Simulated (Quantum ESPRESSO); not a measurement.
Al2Au:

```
CELL_PARAMETERS angstrom
0.00000 3.00000 3.00000
3.00000 0.00000 3.00000
3.00000 3.00000 0.00000
ATOMIC_POSITIONS crystal
Au 0.00000 0.00000 0.00000
Al 0.75000 0.75000 0.75000
Al 0.25000 0.25000 0.25000
```

- Program: Quantum ESPRESSO 7.5
- Task: single point
- Functional: PBEsol
- Potentials or basis: GBRV 1.5 PBEsol
- Cutoff: 612 eV
- Density cutoff: 4898 eV
- k mesh: 8 × 8 × 8
- Occupations: fermi-dirac, width 0.05 eV
- Spin: no spin polarisation

On this cell: pressure -0.1 GPa; largest force zero by symmetry; band gap on the k mesh none (metal or under the smearing width).

The same run follows on a disturbed copy (atoms moved at random, drawn with an rms of 0.05 Å):

```
Au Al
1.0
     0.00000    3.00000    3.00000
     3.00000    0.00000    3.00000
     3.00000    3.00000    0.00000
Au Al
1 2
Direct
  0.99065 0.99085 0.01134
  0.73103 0.75675 0.76314
  0.24172 0.25162 0.25995
```

Question: What changes?

Answer: The energy (extrapolated to zero smearing) moves by +4.0 meV/atom; pressure 0.0 GPa; largest force 0.398 eV/Å; band gap on the k mesh none (metal or under the smearing width).

Forces in eV/Å, atoms in the order of the input:
```
Au   0.326 -0.101  0.205
Al  -0.239  0.108 -0.040
Al  -0.087 -0.007 -0.164
```

Stress tensor (GPa, compression positive):
```
-0.04 -0.38 -0.36
-0.38  0.03  0.48
-0.36  0.48  0.00
```
